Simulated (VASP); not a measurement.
# KCl: relaxation of cell and atoms with LDA

Crystal: KCl.

```
K Cl
1.0
     0.00000    3.13410    3.13410
     3.13410    0.00000    3.13410
     3.13410    3.13410    0.00000
K Cl
1 1
Direct
  0.00000 0.00000 0.00000
  0.50000 0.50000 0.50000
```

| Quantity | Value |
| --- | --- |
| Program | VASP 6.6.1 |
| Task | relaxation of cell and atoms |
| Functional | LDA |
| Potentials or basis | VASP PAW LDA potentials, release 64 (K_sv, Cl) |
| Cutoff | 600 eV |
| k mesh | 6 × 6 × 6 |
| Occupations | gaussian, width 0.02 eV |
| Spin | no spin polarisation |
| Further INCAR settings | ALGO = Normal; EDIFF = 1e-07; IBRION = 2; EDIFFG = -0.005; NSW = 90; ISIF = 3 |

The relaxed volume is 28.19 Å³/atom, the relaxed cell is a = 4.304 Å, b = 4.304 Å, c = 4.304 Å, α = 60.00°, β = 60.00°, γ = 60.00° and the space group after relaxing (to 0.05 Å) is Fm-3m (No. 225). The energy gained by relaxing is 15.1 meV/atom. The ionic steps are 4 and the pressure after relaxing is 0.0 GPa. The band gap on the k mesh is 5.10 eV, direct.

The path:
```csv
step,energy change (eV),largest force (eV/Å),pressure (GPa),volume (Å³)
1,0.0000,0.0000,-1.71,61.57
2,-0.0236,0.0000,-0.87,58.69
3,-0.0301,0.0000,-0.07,56.58
4,-0.0301,0.0000,0.00,56.39
```

Final structure:
```
CELL_PARAMETERS angstrom
0.00000 3.04362 3.04362
3.04362 0.00000 3.04362
3.04362 3.04362 0.00000
ATOMIC_POSITIONS crystal
K 0.00000 0.00000 0.00000
Cl 0.50000 0.50000 0.50000
```

Levels at points of the mesh, in eV from the valence-band top:
| k point | band 4 | band 5 | band 6 | band 7 | band 8 | band 9 | band 10 | band 11 | band 12 |
| --- | --- | --- | --- | --- | --- | --- | --- | --- | --- |
| (0.00, 0.00, 0.00) | -10.31 | -10.31 | 0.00 | 0.00 | 0.00 | 5.10 | 8.11 | 8.11 | 8.11 |
| (0.50, 0.00, 0.00) | -10.33 | -9.99 | -1.33 | -0.44 | -0.44 | 7.47 | 8.64 | 10.59 | 10.59 |
| (0.50, 0.50, 0.00) | -10.40 | -10.40 | -0.76 | -0.25 | -0.25 | 6.05 | 8.44 | 10.23 | 10.24 |

Run time: 33 s on 1 thread of Intel(R) Xeon(R) Platinum 8488C (Sapphire Rapids) (shared host), peak memory 0.18 GiB.

LDA usually gives volumes a few per cent too small. Zero-point motion and thermal expansion aren't in these numbers.
